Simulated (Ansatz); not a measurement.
## Generalised stacking fault in AlN

The calculation used DFT r2SCAN, scalar-relativistic, plane waves, PAW in Ansatz 0.2.0. Cutoff 500 eV, Γ-centred 8×8×3 k-points, Gaussian smearing of 0.05 eV. No spin polarisation. Energies are free energies at this smearing, counted from the undisturbed cell; pressure is positive in compression.

The undisturbed cell (relaxed at this level):

```yaml
crystal:
  lattice:
    - [-3.10667, 0.00000, 0.00000]
    - [-1.55333, -2.69045, 0.00000]
    - [0.00000, 0.00000, 9.95681]
  atoms:
    - { symbol: Al, position: [0.33333, 0.33333, 0.90460] }
    - { symbol: Al, position: [0.33333, 0.33333, 0.40460] }
    - { symbol: Al, position: [0.66667, 0.66667, 0.15460] }
    - { symbol: Al, position: [0.66667, 0.66667, 0.65460] }
    - { symbol: N, position: [0.33333, 0.33333, 0.09540] }
    - { symbol: N, position: [0.33333, 0.33333, 0.59540] }
    - { symbol: N, position: [0.66667, 0.66667, 0.34540] }
    - { symbol: N, position: [0.66667, 0.66667, 0.84540] }
```

The cut lies on the cell's a–b face, a (0 0 1) plane (indices in the standard cell, whose axes needn't be the Cartesian ones shown) of area 8.36 Å², between layers 1.90 Å apart. Vector c is tilted by f times 1·a + 0·b (length 3.107 Å) with the atoms' Cartesian places fixed: one unrelaxed fault a cell.

```csv
f,γ (mJ/m²),"shear traction, the slope of γ along the slip (GPa)",gap on the mesh (eV)
0.0000,0,0.0,4.88
0.1000,237,15.1,4.74
0.2000,?,?,4.44
0.3000,1858,31.2,4.10
0.4000,2703,20.9,3.87
0.5000,3044,0.0,3.79
```

By symmetry 0.6000 repeats 0.4000, 0.8000 repeats 0.2000, 0.7000 repeats 0.3000, 0.9000 repeats 0.1000 in energy, with the opposite slope along the path.

(1) Give the withheld values.

Answers

(1) γ (mJ/m²) at f = 0.2000: 913; shear traction, the slope of γ along the slip (GPa) at f = 0.2000: 27.6.

Cost: 6 runs of about 4.1 core-minutes in all, on Arm Neoverse V1 (shared hosts).